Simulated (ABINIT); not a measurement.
## LiCl (Fm-3m): G0W0 in ABINIT against the bands in the self-energy

Aim: move the bands in the self-energy of a G0W0 run on LiCl (Fm-3m) over a wide range.

Method: LDA and many-body steps on it, plane waves, in ABINIT 10.8.3.

The database entry behind the starting cell differs from later determinations by our own check (0.1 to 0.3 % short, probably kX units), so it need not match the best structure at ambient conditions.

### 1. The starting structure

The structure is cubic, space group Fm-3m (No. 225). The conventional cell has a = 5.130 Å, b = 5.130 Å, c = 5.130 Å, α = 90.00°, β = 90.00°, γ = 90.00°. Nearest to Li lie 6 Cl at 2.56 Å. Nearest to Cl lie 6 Li at 2.56 Å. Farther neighbours and most contacts between anions are not listed.

The cell and positions come from the Crystallography Open Database and are kept as given unless a step says otherwise.

### 2. Screening, 4×4×4 mesh, 160 bands, screening to 217.7 eV

This step: ABINIT 10.8.3; RPA screening on LDA, plane waves, norm-conserving pseudopotentials.

The RPA dielectric matrix is built and inverted for each q.

Contents of run.abi:

```
acell 3*1.0 Angstrom
rprim 
  0.000000000000 2.564770000000 2.564770000000
  2.564770000000 0.000000000000 2.564770000000
  2.564770000000 2.564770000000 -0.000000000000
ntypat 2
znucl 3 17
natom 2
typat 1 2
xred 
  0.000000000000 0.000000000000 0.000000000000
  0.500000000000 0.500000000000 0.500000000000
pp_dirpath "pseudos"
pseudos "Li.upf, Cl.upf"
ecut 33
ngkpt 4 4 4
nshiftk 1
shiftk 0 0 0
kptopt 1
chksymbreak 0
istwfk *1
occopt 1
irdwfk 1
optdriver 3
nband 160
ecuteps 8
inclvkb 2
awtr 1
symchi 1
indata_prefix "in"
outdata_prefix "out"
tmpdata_prefix "tmp"
```

Command:

```sh
OMP_NUM_THREADS=1 mpirun -n 4 abinit run.abi > log
```

The program printed:

```text
.Version 10.8.3 of ABINIT. v10.8.2 released Aug 2026.

 Symmetries : space group Fm -3 m (#225); Bravais cF (face-center cubic)
[... echo of the input left out ...]
== DATASET  1 ==================================================================
-   mpi_nproc: 4, omp_nthreads: 1 (-1 if OMP is not activated)

--- !DatasetInfo
iteration_state: {dtset: 1, }
dimensions: {natom: 2, nkpt: 8, mband: 160, nsppol: 1, nspinor: 1, nspden: 1, mpw: 2085, }
cutoff_energies: {ecut:  33.0, pawecutdg:  -1.0, }
electrons: {nelect:   1.00000000E+01, charge:   0.00000000E+00, occopt:   1.00000000E+00, tsmear:   1.00000000E-02, }

 SCREENING: Calculation of the susceptibility and dielectric matrices

 Based on a program developped by R.W. Godby, V. Olevano, G. Onida, and L. Reining.
 Incorporated in ABINIT by V. Olevano, G.-M. Rignanese, and M. Torrent.
.Using double precision arithmetic ; gwpc =  8

[... cell and pseudopotentials left out ...]
--------------------------------------------------------------------------------

 ==== K-mesh for the wavefunctions ====
 Number of points in the irreducible wedge :     8
[... list of points left out ...]
 Together with 48 symmetry operations and time-reversal symmetry
 yields    64 points in the full Brillouin Zone.

 ==== Q-mesh for the screening function ====
 Number of points in the irreducible wedge :     8
[... list of points left out ...]
 Together with 48 symmetry operations and time-reversal symmetry
 yields    64 points in the full Brillouin Zone.

 setmesh: FFT mesh size selected  =    27x   27x   27
          total number of points  =        19683

 vcoul_init : cutoff-mode = AUXILIARY_FUNCTION
 q-points for optical limit:   1
     1)      0.000010    0.000020    0.000030

- screening: taking advantage of time-reversal symmetry
- Maximum band index for partially occupied states nbvw = 5
- Remaining bands to be divided among processors   nbcw = 155
- Number of bands treated by each node ~38

 Number of electrons calculated from density =   10.0000; Expected =   10.0000
 average of density, n =  0.043917
 r_s =    1.7583
 omega_plasma =   20.2148 [eV]

 calculating chi0 at frequencies [eV] :
  1    0.000000E+00    0.000000E+00
  2    0.000000E+00    2.021481E+01

--------------------------------------------------------------------------------
  q-point number  1        q = ( 0.000000, 0.000000, 0.000000) [r.l.u.]
--------------------------------------------------------------------------------
[... chi0 elements left out ...]
 For q-point:  0.000010 0.000020 0.000030
  dielectric constant =   3.0040
  dielectric constant without local fields =   3.5210

  Average fulfillment of the sum rule on Im[epsilon] for q-point    1 :     86.94  [%]
[... wings left out ...]
  q-point number  2        q = ( 0.250000, 0.000000, 0.000000) [r.l.u.]
--------------------------------------------------------------------------------
[... chi0 elements left out ...]
  Average fulfillment of the sum rule on Im[epsilon] for q-point    2 :     90.30  [%]

 [... 6 further q-points ...]
```

The job ended after 17 s (4 MPI ranks of Arm Neoverse V2, shared host; peak memory 0.79 GiB; 66 s of CPU time).

This step gave:

- ε∞ with local fields, on this mesh, along the program's q direction: 3.004
- the same without local fields: 3.521
- plasma frequency: 20.21 eV
- plane waves in the screening matrix: 259

Local fields lower ε∞ by 15 %. On a Γ-centred mesh this coarse the value itself is usually too large, while a short band sum pulls it down.

### 3. 13 bands

This step: G0W0 on LDA, plane waves, norm-conserving pseudopotentials.

run.abi, as its differences from that of step 2:

```diff
@@ -23,8 +23,15 @@
 irdwfk 1
-optdriver 3
-nband 160
+optdriver 4
+nband 13
+gwcalctyp 0
+ecutsigx 33
+symsigma 1
+nkptgw 1
+kptgw 
+  0.0000000000 0.0000000000 0.0000000000
+bdgw 
+  3 9
 ecuteps 8
-inclvkb 2
-awtr 1
-symchi 1
+irdscr 1
+ppmodel 1
 indata_prefix "in"
```

The program printed:

```text
.Version 10.8.3 of ABINIT. v10.8.2 released Aug 2026.

 Symmetries : space group Fm -3 m (#225); Bravais cF (face-center cubic)
[... echo of the input left out ...]
== DATASET  1 ==================================================================
-   mpi_nproc: 4, omp_nthreads: 1 (-1 if OMP is not activated)

--- !DatasetInfo
iteration_state: {dtset: 1, }
dimensions: {natom: 2, nkpt: 8, mband: 13, nsppol: 1, nspinor: 1, nspden: 1, mpw: 2085, }
cutoff_energies: {ecut:  33.0, pawecutdg:  -1.0, }
electrons: {nelect:   1.00000000E+01, charge:   0.00000000E+00, occopt:   1.00000000E+00, tsmear:   1.00000000E-02, }

 SIGMA: Calculation of the GW corrections

 Based on a program developped by R.W. Godby, V. Olevano, G. Onida, and L. Reining.
 Incorporated in ABINIT by V. Olevano, G.-M. Rignanese, and M. Torrent.
.Using double precision arithmetic ; gwpc =  8

[... cell and pseudopotentials left out ...]
--------------------------------------------------------------------------------

 ==== K-mesh for the wavefunctions ====
 Number of points in the irreducible wedge :     8
[... list of points left out ...]
 Together with 48 symmetry operations and time-reversal symmetry
 yields    64 points in the full Brillouin Zone.

 ==== Q-mesh for screening function ====
 Number of points in the irreducible wedge :     8
[... list of points left out ...]
 Together with 48 symmetry operations and time-reversal symmetry
 yields    64 points in the full Brillouin Zone.

 vcoul_init : cutoff-mode = AUXILIARY_FUNCTION
 q-points for optical limit:   1
     1)      0.000010    0.000020    0.000030
 setmesh: FFT mesh size selected  =    36x   36x   36
          total number of points  =        46656

 Number of electrons calculated from density =   10.0000; Expected =   10.0000
 average of density, n =  0.043917
 r_s =    1.7583
 omega_plasma =   20.2148 [eV]

 === KS Band Gaps ===
  >>>> For spin  1
   Minimum direct gap =   5.9890 [eV], located at k-point      :   0.0000  0.0000  0.0000
   Fundamental gap    =   5.9890 [eV], Top of valence bands at :   0.0000  0.0000  0.0000
                                       Bottom of conduction at :   0.0000  0.0000  0.0000
 SIGMA fundamental parameters:
 PLASMON POLE MODEL  1
 number of plane-waves for SigmaX                 2085
 number of plane-waves for SigmaC and W            259
 number of plane-waves for wavefunctions          2085
 number of bands                                    13
 number of independent spin polarizations            1
 number of spinorial components                      1
 number of k-points in IBZ                           8
 number of q-points in IBZ                           8
 number of symmetry operations                      48
 number of k-points in BZ                           64
 number of q-points in BZ                           64
 number of frequencies for dSigma/dE                 9
 frequency step for dSigma/dE [eV]                0.25
 number of omega for Sigma on real axis              0
 max omega for Sigma on real axis  [eV]           0.00
 zcut for avoiding poles [eV]                     0.10

 EPSILON^-1 parameters (SCR file):
 dimension of the eps^-1 matrix on file            259
 dimension of the eps^-1 matrix used               259
 number of plane-waves for wavefunctions          2085
 number of bands                                   160
 number of q-points in IBZ                           8
 number of frequencies                               2
 number of real frequencies                          1
 number of imag frequencies                          1

 matrix elements of self-energy operator (all in [eV])

 Perturbative Calculation

--- !SelfEnergy_ee
iteration_state: {dtset: 1, }
kpoint     : [   0.000,    0.000,    0.000, ]
spin       : 1
KS_gap     :    5.989
QP_gap     :    8.683
Delta_QP_KS:    2.694
data: !SigmaeeData |
     Band     E0 <VxcDFT>   SigX SigC(E0)      Z dSigC/dE  Sig(E)    E-E0       E
        3   0.082 -14.528 -18.906   3.329   0.811  -0.233 -15.379  -0.851  -0.768
        4   0.082 -14.528 -18.906   3.329   0.811  -0.233 -15.379  -0.851  -0.768
        5   0.082 -14.528 -18.906   3.329   0.811  -0.233 -15.379  -0.851  -0.768
        6   6.071  -9.728  -4.830  -2.738   0.853  -0.172  -7.885   1.843   7.914
        7  11.664  -9.876  -4.327  -2.378   0.853  -0.172  -7.170   2.705  14.370
        8  11.664  -9.876  -4.327  -2.378   0.853  -0.172  -7.170   2.705  14.370
        9  11.664  -9.876  -4.327  -2.378   0.853  -0.172  -7.170   2.705  14.370

== END DATASET(S) ==============================================================
================================================================================

 -outvars: echo values of variables after computation  --------
           etotal      0.0000000000E+00
            nband          13
             nkpt           8
          spgroup         225
 [... the other variables as echoed above ...]

 Calculation completed.
```

Elapsed: 2.3 s, on 4 MPI ranks; peak memory 0.15 GiB; 8.8 s of CPU time.

This step gave:

| Property | Result |
| --- | --- |
| G0W0 gap on the points computed | 8.682 eV |
| starting gap on the mesh | 5.989 eV |
| k of the valence top | 0, 0, 0 |
| k of the conduction bottom | 0, 0, 0 |
| Z at the valence top | 0.811 |
| Z at the conduction bottom | 0.853 |
| least direct G0W0 gap on the computed points | 8.682 eV |

### 4. 18 bands

run.abi, as its differences from that of step 3:

```diff
@@ -24,3 +24,3 @@
 optdriver 4
-nband 13
+nband 18
 gwcalctyp 0
```

The program printed:

```text
.Version 10.8.3 of ABINIT. v10.8.2 released Aug 2026.

 Symmetries : space group Fm -3 m (#225); Bravais cF (face-center cubic)
[... echo of the input left out ...]
== DATASET  1 ==================================================================
-   mpi_nproc: 4, omp_nthreads: 1 (-1 if OMP is not activated)

--- !DatasetInfo
iteration_state: {dtset: 1, }
dimensions: {natom: 2, nkpt: 8, mband: 18, nsppol: 1, nspinor: 1, nspden: 1, mpw: 2085, }
cutoff_energies: {ecut:  33.0, pawecutdg:  -1.0, }
electrons: {nelect:   1.00000000E+01, charge:   0.00000000E+00, occopt:   1.00000000E+00, tsmear:   1.00000000E-02, }

 SIGMA: Calculation of the GW corrections

 Based on a program developped by R.W. Godby, V. Olevano, G. Onida, and L. Reining.
 Incorporated in ABINIT by V. Olevano, G.-M. Rignanese, and M. Torrent.
.Using double precision arithmetic ; gwpc =  8

[... cell and pseudopotentials left out ...]
--------------------------------------------------------------------------------

 ==== K-mesh for the wavefunctions ====
 Number of points in the irreducible wedge :     8
[... list of points left out ...]
 Together with 48 symmetry operations and time-reversal symmetry
 yields    64 points in the full Brillouin Zone.

 ==== Q-mesh for screening function ====
 Number of points in the irreducible wedge :     8
[... list of points left out ...]
 Together with 48 symmetry operations and time-reversal symmetry
 yields    64 points in the full Brillouin Zone.

 vcoul_init : cutoff-mode = AUXILIARY_FUNCTION
 q-points for optical limit:   1
     1)      0.000010    0.000020    0.000030
 setmesh: FFT mesh size selected  =    36x   36x   36
          total number of points  =        46656

 Number of electrons calculated from density =   10.0000; Expected =   10.0000
[...]
number of q-points in BZ                           64
 number of frequencies for dSigma/dE                 9
 frequency step for dSigma/dE [eV]                0.25
 number of omega for Sigma on real axis              0
 max omega for Sigma on real axis  [eV]           0.00
 zcut for avoiding poles [eV]                     0.10

 EPSILON^-1 parameters (SCR file):
 dimension of the eps^-1 matrix on file            259
 dimension of the eps^-1 matrix used               259
 number of plane-waves for wavefunctions          2085
 number of bands                                   160
 number of q-points in IBZ                           8
 number of frequencies                               2
 number of real frequencies                          1
 number of imag frequencies                          1

 matrix elements of self-energy operator (all in [eV])

 Perturbative Calculation

--- !SelfEnergy_ee
iteration_state: {dtset: 1, }
kpoint     : [   0.000,    0.000,    0.000, ]
spin       : 1
KS_gap     :    5.989
QP_gap     :    8.771
Delta_QP_KS:    2.782
data: !SigmaeeData |
     Band     E0 <VxcDFT>   SigX SigC(E0)      Z dSigC/dE  Sig(E)    E-E0       E
        3   0.082 -14.528 -18.906   2.882   0.806  -0.241 -15.733  -1.205  -1.123
        4   0.082 -14.528 -18.906   2.882   0.806  -0.241 -15.733  -1.205  -1.123
        5   0.082 -14.528 -18.906   2.882   0.806  -0.241 -15.733  -1.205  -1.123
        6   6.071  -9.728  -4.830  -3.039   0.848  -0.179  -8.151   1.577   7.648
        7  11.664  -9.876  -4.327  -2.888   0.842  -0.187  -7.635   2.241  13.905
        8  11.664  -9.876  -4.327  -2.888   0.842  -0.187  -7.635   2.241  13.905
        9  11.664  -9.876  -4.327  -2.888   0.842  -0.187  -7.635   2.241  13.905

== END DATASET(S) ==============================================================
================================================================================

 -outvars: echo values of variables after computation  --------
           etotal      0.0000000000E+00
            nband          18
             nkpt           8
          spgroup         225
 [... the other variables as echoed above ...]

 Calculation completed.
```

Elapsed: 2.5 s, on 4 MPI ranks; peak memory 0.15 GiB; 9.4 s of CPU time.

This step gave:

| Item | Value |
| --- | --- |
| G0W0 gap on the points computed | 8.771 eV |
| starting gap on the mesh | 5.989 eV |
| k of the valence top | 0, 0, 0 |
| k of the conduction bottom | 0, 0, 0 |
| Z at the valence top | 0.806 |
| Z at the conduction bottom | 0.848 |
| least direct G0W0 gap on the computed points | 8.771 eV |

(Continued in part 2 of 2.)

[Paths, hosts, dates, memory and timing lines, banners, echoed tables and standing remarks are left out of the program output.]

[Logs are printed without paths, hosts, clocks, repeated set-up lines and the standing remarks that a program may print on its own settings, such as how far it seeks lower states.]

[Runs of the session that timed out or met a known fault of the program may be left out.]

[Hosts, paths, dates, database ids (printed as entryN), source tags and the programs' standing remarks are cut or masked in the printed files.]

[G0W0 gaps are taken among the corrected bands and points alone; a level outside them can change the order at an edge.]

[Where Ansatz stands beside ABINIT at settings called matched, ABINIT's density can come from a denser mesh and the files from another edition; pairs whose starting gaps differed by over 0.03 eV were left out, so agreement reads better than it is.]
